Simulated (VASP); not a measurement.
A run of VASP 6.6.1 is set up as follows.

The input INCAR:

```
SYSTEM = BN
  PREC = Accurate
  ENCUT = 600
  EDIFF = 1E-7
  ISMEAR = -1
  SIGMA = 0.05
  LREAL = .False.
  LASPH = .True.
  NELM = 100
  ALGO = Fast
  ISIF = 3
  LWAVE = .False.
  LCHARG = .False.
  GGA = 91
  IBRION = 2
  NSW = 60
  EDIFFG = -0.02
```

The input KPOINTS:

```
Automatic mesh
0
Gamma
  13 13 13
  0 0 0
```

The input POSCAR:

```
BN
1.0
    0.0000000000      1.8130010000      1.8130010000
    1.8130010000      0.0000000000      1.8130010000
    1.8130010000      1.8130010000      0.0000000000
N B
1 1
Direct
    0.2500000000      0.2500000000      0.2500000000
    0.0000000000      0.0000000000      0.0000000000
```

Potentials or basis: VASP PAW PBE potentials, release 64 (N, B).

Launch:

```bash
$ cat potpaw_PBE.64/N/POTCAR potpaw_PBE.64/B/POTCAR > POTCAR
$ mpirun -np 1 vasp_std > vasp.out
```

What does it give for the relaxed volume?

5.95 Å³/atom.

What does it give for the space group after relaxing (to 0.05 Å)?

F-43m (No. 216).

Predict the relaxed cell.

a = 2.562 Å, b = 2.562 Å, c = 2.562 Å, α = 60.00°, β = 60.00°, γ = 60.00°.

What does it give for the band gap on the k mesh?

4.58 eV, indirect (least direct gap 8.81 eV).

Final structure:
```yaml
crystal:
  lattice:
    - [0.00000, 1.81192, 1.81192]
    - [1.81192, 0.00000, 1.81192]
    - [1.81192, 1.81192, 0.00000]
  atoms:
    - { symbol: N, position: [0.25000, 0.25000, 0.25000] }
    - { symbol: B, position: [0.00000, 0.00000, 0.00000] }
```

Caveat: the PAW data sets were made with another functional, which shifts forces and pressure a little; an odd mesh through Γ misses points on the zone boundary, where band edges often lie.
